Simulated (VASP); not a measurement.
Ag:

```
Ag
1.0
    -1.62298    1.62298    1.62298
     1.62298   -1.62298    1.62298
     1.62298    1.62298   -1.62298
Ag
1
Direct
  0.00000 0.00000 0.00000
```

This isn't the form of Ag at room conditions, which is fcc.

| Item | Value |
| --- | --- |
| Program | VASP 6.6.1 |
| Task | relaxation of cell and atoms |
| Functional | r2SCAN |
| Potentials or basis | VASP PAW PBE potentials, release 64 (Ag) |
| Cutoff | 600 eV |
| k mesh | 18 × 18 × 18 |
| Occupations | gaussian, width 0.1 eV |
| Spin | no spin polarisation |

At the start: pressure 2.3 GPa; volume 17.10 Å³/atom.

Question: Where does the relaxation end?

Answer: Over 3 steps the energy falls by 2.6 meV/atom and the volume is 17.47 Å³/atom (+2.2 %); space group Im-3m (No. 229, to 0.05 Å).

Step by step:
```
step  energy change (eV)  largest force (eV/Å)  pressure (GPa)  volume (Å³)
   1              0.0000                0.0000            2.34        17.10
   2             -0.0016                0.0000           -1.36        17.73
   3             -0.0026                0.0000            0.02        17.47
```

Final structure:
```
Ag
1.0
    -1.63472    1.63472    1.63472
     1.63472   -1.63472    1.63472
     1.63472    1.63472   -1.63472
Ag
1
Direct
  0.00000 0.00000 0.00000
```

Caveat: the PAW data sets were made with another functional, which shifts forces and pressure a little.
